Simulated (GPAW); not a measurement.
This GPAW 26.7.0 run on Cd needs a look.

run.py

```python
import json
import numpy as np
from ase import Atoms
from ase.io import read, write
from phonopy import Phonopy
from phonopy.structure.atoms import PhonopyAtoms
from gpaw import GPAW

atoms = read('Cd.cif')

calc = GPAW(mode='lcao',
            h=0.16,
            basis='dzp',
            xc={'name': 'BEEF-vdW', 'backend': 'libvdwxc'},
            kpts={'size': (3, 3, 3), 'gamma': True},
            occupations={'name': 'fermi-dirac', 'width': 0.05},
            convergence={'density': 1e-06},
            maxiter=80,
            txt='gpaw.txt')
atoms.calc = calc
energy = atoms.get_potential_energy()
forces = atoms.get_forces()
calc.write('gs.gpw')
write('result.traj', atoms)
print('Cell:', atoms.cell.cellpar().round(4))
print(atoms.get_scaled_positions().round(5))

def force_constants(scale):
    unit = PhonopyAtoms(symbols=atoms.get_chemical_symbols(), cell=atoms.cell[:] * scale**(1 / 3),
                        scaled_positions=atoms.get_scaled_positions())
    ph = Phonopy(unit, supercell_matrix=np.diag([2, 2, 2]), primitive_matrix=np.eye(3), symprec=1e-4)
    ph.generate_displacements(distance=0.02)
    forces = []
    for i, sc in enumerate(ph.supercells_with_displacements):
        a = Atoms(sc.symbols, cell=sc.cell, scaled_positions=sc.scaled_positions, pbc=True)
        c = GPAW(mode='lcao',
                 h=0.16,
                 basis='dzp',
                 xc={'name': 'BEEF-vdW', 'backend': 'libvdwxc'},
                 kpts={'size': (2, 2, 2), 'gamma': True},
                 occupations={'name': 'fermi-dirac', 'width': 0.05},
                 convergence={'density': 1e-06},
                 maxiter=80,
                 txt=f'disp-{scale:.3f}-{i:02d}.txt')
        a.calc = c
        f = a.get_forces()
        forces.append(f - f.mean(axis=0))
        print(f'displacement {i}: drift', f.mean(axis=0).round(5), flush=True)
    ph.forces = forces
    ph.produce_force_constants()
    ph.symmetrize_force_constants()
    return ph

qpoints = [[0.0, 0.0, 0.0], [0.0, 0.0, 0.5], [0.0, 0.5, 0.0], [0.0, 0.5, 0.5], [0.5, 0.0, 0.0], [0.5, 0.0, 0.5], [0.5, 0.5, 0.0], [0.5, 0.5, 0.5]]
results = {}
for scale in [1.0]:
    ph = force_constants(scale)
    ph.run_qpoints(qpoints)
    nu = ph.qpoints.frequencies * 33.35641  # THz to cm^-1
    results[f'{scale:.3f}'] = nu.tolist()
    for qp, f in zip(qpoints, nu):
        print(scale, np.round(qp, 4), f.round(2))

path = atoms.cell.bandpath('GXWKGLUWLK,UX', npoints=60, eps=1e-4)
ph.run_qpoints(path.kpts)
results['path'] = (ph.qpoints.frequencies * 33.35641).tolist()
results['path_q'] = path.kpts.tolist()
x, ticks, names = path.get_linear_kpoint_axis()
results['axis'] = [x.tolist(), list(ticks), names]
ph.run_mesh([15, 15, 15], is_gamma_center=True)
ph.run_thermal_properties(temperatures=[0, 100, 200, 300, 500, 800], cutoff_frequency=0.05)
tp = ph.thermal_properties
results['thermal'] = [list(v) for v in (tp.temperatures, tp.free_energy, tp.entropy, tp.heat_capacity)]
for t, fv, s, cv in zip(*results['thermal']):
    print(f'{t:6.0f} K  F {fv:9.4f} kJ/mol  S {s:9.4f} J/K/mol  Cv {cv:9.4f} J/K/mol')
json.dump(results, open('phonons.json', 'w'))
```

File Cd.cif:

```cif
data_Cd
_cell_length_a 5.92795267
_cell_length_b 5.92795267
_cell_length_c 5.92795267
_cell_angle_alpha 60.00000000
_cell_angle_beta 60.00000000
_cell_angle_gamma 60.00000000
_space_group_name_H-M_alt 'P1'
_space_group_name_Hall 'P 1'
_space_group_IT_number 1
loop_
_space_group_symop_operation_xyz
'x,y,z'
loop_
_atom_site_label
_atom_site_type_symbol
_atom_site_symmetry_multiplicity
_atom_site_Wyckoff_symbol
_atom_site_fract_x
_atom_site_fract_y
_atom_site_fract_z
_atom_site_occupancy
Cd1 Cd 1 a 0.0000000000 0.0000000000 0.0000000000 1
```

Potentials or basis: GPAW PAW data sets (gpaw-data 1.2.1), lcao:dzp.

The run is started by

```bash
$ OMP_NUM_THREADS=1 python run.py
```

gpaw.txt:

```text
__  _  _
 | _ |_)|_||  |
 |__||  | ||/\| - 26.7.0

Input parameters:
  mode=LCAO(),
  basis={'default': 'dzp'},
  convergence={'density': 1e-06},
  h=0.16,
  kpts=MonkhorstPack(size=(3, 3, 3), gamma=True),
  maxiter=80,
  occupations=Occupations(name='fermi-dirac', width=0.05),
  xc=XC(name='BEEF-vdW', backend='libvdwxc')

       Cd

Atoms  # Å, Bohr magnetons
|   | symbol |        x |        y |        z |    initial magnetic moments |
|---|--------|----------|----------|----------|-----------------------------|
| 0 |     Cd | 0.000000 | 0.000000 | 0.000000 | ( 0.0000,  0.0000,  0.0000) |

Unit cell  # Å
| periodic |        x |        y |        z |  lengths |    angles |
|----------|----------|----------|----------|----------|-----------|
|      yes | 5.927953 | 0.000000 | 0.000000 | 5.927953 | 60.000000 |
|      yes | 2.963976 | 5.133758 | 0.000000 | 5.927953 | 60.000000 |
|      yes | 2.963976 | 1.711253 | 4.840153 | 5.927953 | 60.000000 |

[... 331 lines left out ...]
  PAW datasets: PBE
interpolation: tri-quintic # 5. degree polynomial

convergence criteria:
- Maximum integral of absolute [dens]ity change: 1e-06 electrons / valence electron
- Maximum [total energy] change in last 3 cyles: 0.0005 eV / valence electron
- Maximum integral of absolute [eigenst]ate change: 4e-08 eV^2 / valence electron
maximum number of iterations: 80

SCF iterations
|iter     | |      energy | eigst |  dens |
|---------|-|-------------|-------|-------|
|iter:   1| | -149.758130 |      c|       |
|iter:   2| | -149.757910 |      c| -1.60 |
|iter:   3| | -149.747046 |      c| -1.63 |
|iter:   4| | -149.746488 |      c| -2.33 |
|iter:   5| | -149.746487c|      c| -3.30 |
|iter:   6| | -149.746488c|      c| -3.83 |
|iter:   7| | -149.746488c|      c| -4.58 |
|iter:   8| | -149.746488c|      c| -5.67 |
|iter:   9| | -149.746488c|      c| -6.14c|

Converged in 9 steps
Energy contributions relative to reference atoms: (reference = -152173.118336)

Energy contributions:
  Kinetic:          29.963516
  Coulomb:         -26.482061
  Zero:              0.021379
  External:          0.000000
  Xc:             -153.249322
  Entropy:          -0.000000
  Spinorbit:         0.000000
  ----------------------------
  Free energy:    -149.746488
  Extrapolated:   -149.746488

dipole moment: (-39.026001, -22.531672, -15.932298)  # |e|*Ang

Fermi level: -1.992
[... 20 lines left out ...]
Forces  # eV/Ang
|       x |        y |       z |
|---------|----------|---------|
| 0.00000 | -0.00000 | 0.00000 |  # Cd   0

# Writing to gs.gpw (mode='')
```

On the terminal:

```text
Cell: [ 5.928  5.928  5.928 60.    60.    60.   ]
[[0. 0. 0.]]
displacement 0: drift [-0.00041  0.       0.     ]
1.0 [0. 0. 0.] [-0. -0.  0.]
1.0 [0.  0.  0.5] [-15.54  15.92  15.92]
1.0 [0.  0.5 0. ] [-15.54  15.92  15.92]
1.0 [0.  0.5 0.5] [-14.03  10.58  10.58]
1.0 [0.5 0.  0. ] [-15.54  15.92  15.92]
1.0 [0.5 0.  0.5] [-14.03  10.58  10.58]
1.0 [0.5 0.5 0. ] [-14.03  10.58  10.58]
1.0 [0.5 0.5 0.5] [-15.54  15.92  15.92]
     0 K  F    0.1329 kJ/mol  S    0.0000 J/K/mol  Cv    0.0000 J/K/mol
   100 K  F   -3.0767 kJ/mol  S   47.2811 J/K/mol  Cv   16.4381 J/K/mol
   200 K  F   -8.4403 kJ/mol  S   58.6872 J/K/mol  Cv   16.4667 J/K/mol
   300 K  F  -14.6654 kJ/mol  S   65.3651 J/K/mol  Cv   16.4720 J/K/mol
   500 K  F  -28.6512 kJ/mol  S   73.7802 J/K/mol  Cv   16.4747 J/K/mol
   800 K  F  -52.0375 kJ/mol  S   81.5236 J/K/mol  Cv   16.4756 J/K/mol
```

**Question.** How did it end, and where is the flaw?

**Answer.** The calculation finished and met its thresholds. The input holds a flaw that was put in on purpose: cell typed in bohr where angstrom are read. The program doesn't stop on it, so the numbers can't be trusted though the run ends normally.
